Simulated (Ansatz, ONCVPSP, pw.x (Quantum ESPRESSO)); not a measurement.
## From atom to crystal: ONCV potential for gold

```json
{"Element": "gold", "Generator": "ONCVPSP 4.0.1.1 (patched build)", "Type": "optimised norm-conserving Vanderbilt (ONCV)", "Functional": "PBE", "Relativity": "scalar-relativistic", "Frozen core": "[Kr] 4d10 4f14", "Valence charge": "19", "Reference configuration": "5s2 5p6 5d10 6s1", "Partial waves": "5s+6s: rc 1.70 bohr, ncon 4, nbas 7, qcut 8.9 1/bohr, 2 projectors; 5p: rc 1.70 bohr, ncon 5, nbas 8, qcut 9.4 1/bohr, local; 5d: rc 2.35 bohr, ncon 4, nbas 8, qcut 5.2 1/bohr, 2 projectors, debl 3.6 Ha", "Local potential": "the p channel", "Core correction": "none"}
```

Atomic tests: cutoffs needed: 30 Ha and 36 Ha (the cutoffs (Ha) at which the residual kinetic energy of the hardest occupied pseudo-wave falls to 1 and 0.1 mHa per electron); ghost test: no bound ghost flagged; no localised positive-energy state flagged; largest excitation error: +42 meV (all-electron minus pseudo) for 5s2 5p6 5d8 6s0, out of 4 test configurations.

Crystal test: diamond Au in pw.x 7.5, no spin, 8³ k-points, Fermi–Dirac smearing 0.01 Ry, cutoffs 85/340 Ry. The reference is all-electron LAPW (Ansatz 0.2.0) with the same functional, mesh and smearing; V0 and B0 come from Birch–Murnaghan fits to the pressures at five volumes. Errors are pseudo minus all-electron; Δ is the rms difference of the E(V) curves that follow from these fits, minima aligned, over ±6 % about the mean V0. Mesh and smearing are coarse, so the numbers serve the comparison and aren't converged zero-temperature values; the lattice is a test structure that the element need not adopt.

| V (Å³/atom) | P all-electron (GPa) | P pseudo (GPa) |
| --- | --- | --- |
| 27.723 | 3.21 | 0.88 |
| 28.452 | 1.50 | -0.68 |
| 29.182 | 0.06 | -1.99 |
| 29.912 | -1.15 | -3.08 |
| 30.641 | -2.18 | -3.98 |

All-electron: a0 = 6.160 Å (V0 = 29.22 Å³/atom), B0 = 52.6 GPa.

Pseudopotential: mean pressure error (GPa): -2.06; a0 (Å): 6.082; a0 error (%): -1.27; B0 error (%): +13.9; Δ (meV/atom): 13.4. This is a poor potential for the solid.

Question: At the middle volume, how do free energy and pressure move when the wave cutoff is lowered (ecutrho kept at four times it)?

Answer:

| cutoff (Ry) | shift of F (meV/atom) | shift of P (GPa) |
| --- | --- | --- |
| 38 | +2643.3 | -27.52 |
| 51 | +718.4 | -16.06 |
| 68 | +61.8 | -1.92 |

The run at the middle volume (29 k-points, 10 iterations) took about 1.7 min on one core of a shared host (Neoverse-V1, 64 threads, 251 GiB, load 28).
